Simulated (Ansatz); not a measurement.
**Cu: one crystal by all-electron and frozen-core methods**

The same cell of Cu is computed with full-potential LAPW, PAW with frozen cores and datasets made for this crystal, to set the results side by side.

Method: DFT PBE, scalar-relativistic, in Ansatz 0.2.0.

**1. The starting structure**

It takes space group Fm-3m (No. 225, cubic). The conventional cell has a = 3.615 Å, b = 3.615 Å, c = 3.615 Å, α = 90.00°, β = 90.00°, γ = 90.00°. Around Cu (site symmetry m-3m) lie 12 Cu at 2.56 Å.

Structure file:

```
Cu
1.0
     0.00000    1.80750    1.80750
     1.80750    0.00000    1.80750
     1.80750    1.80750    0.00000
Cu
1
Direct
  0.00000 0.00000 0.00000
```

Structure: COD 5000216, as refined from experiment and not relaxed.

**2. Full-potential LAPW**

The input, input.yaml:

```yaml
crystal:
  lattice:
    - [0.0, 1.8075, 1.8075]
    - [1.8075, 0.0, 1.8075]
    - [1.8075, 1.8075, 0.0]
  atoms:
    - { symbol: Cu, position: [0.0, 0.0, 0.0] }
kpoints:
  mp_grid: { grid: [19, 19, 19] }
  band_path:
    path:
      - [0.0, 0.0, 0.0]
      - [0.5, 0.0, 0.5]
      - [0.625, 0.25, 0.625]
      - [0.375, 0.375, 0.75]
      - [0.0, 0.0, 0.0]
      - [0.5, 0.5, 0.5]
      - [0.5, 0.25, 0.75]
      - [0.5, 0.0, 0.5]
    npoints: 14
scf:
  occupations: { method: fermi_dirac, width: 0.08 }
hamiltonian:
  xc: pbe
  pseudopotentials: { kind: all_electron, lapw: { basis_error: 0.00025 } }
output:
  forces: true
  stress: true
  eigenvalues: true
  populations: true
  dos: { projected: true, de: 0.2, e_range: [-14, 8] }
```

Launch:

```bash
$ ansatz run input.yaml --threads 1 --pin off --max-ram 3072MiB --backend cpu --events-out ev --progress --plain --runs-dir out
```

**3. PAW with frozen cores**

input.yaml: that of step 2 with these lines changed.

```diff
@@ -24,3 +24,3 @@
   xc: pbe
-  pseudopotentials: { kind: all_electron, lapw: { basis_error: 0.00025 } }
+  pseudopotentials: { kind: paw }
 output:
@@ -29,3 +29,9 @@
   eigenvalues: true
+  efg: { contact_densities: true }
   populations: true
+  bader: true
   dos: { projected: true, de: 0.2, e_range: [-14, 8] }
+  write_density: true
+  write_potential: true
+  elf: true
+  volumetric_format: npy
```

**4. Datasets made for this crystal**

input.yaml: that of step 3 with these lines changed.

```diff
@@ -19,3 +19,3 @@
       - [0.5, 0.0, 0.5]
-    npoints: 14
+    npoints: 8
 scf:
@@ -24,3 +24,3 @@
   xc: pbe
-  pseudopotentials: { kind: paw }
+  pseudopotentials: { kind: all_electron, datasets: crystal }
 output:
@@ -30,8 +30 @@
   efg: { contact_densities: true }
-  populations: true
-  bader: true
-  dos: { projected: true, de: 0.2, e_range: [-14, 8] }
-  write_density: true
-  write_potential: true
-  elf: true
-  volumetric_format: npy
```

(Steps that only read results are left out.)

Before running it: what results should come out? Wanted: pressure; gap.

As calculated:

| quantity | value |
| --- | --- |
| pressure | LAPW 1.69, PAW 1.72, crystal datasets 1.69 GPa |
| gap (LAPW) | none |

In words: The pressure of 1.7 GPa pushes the cell to expand, with the atoms held in place. With 19 electrons in the bands of a cell, and no spin, a band must be partly filled: it is a metal at this level. Cu 4s carries the largest share, 54 %, of the projected states within 0.3 eV of the Fermi level. The projection holds only the free atom's occupied shells (Cu 4s, Cu 3d in this range). In pressure, PAW differs from LAPW by +0.03 GPa. The price, with the outputs that each input asks for: 22 s for LAPW against 6.3 s for PAW, about 4 to one.
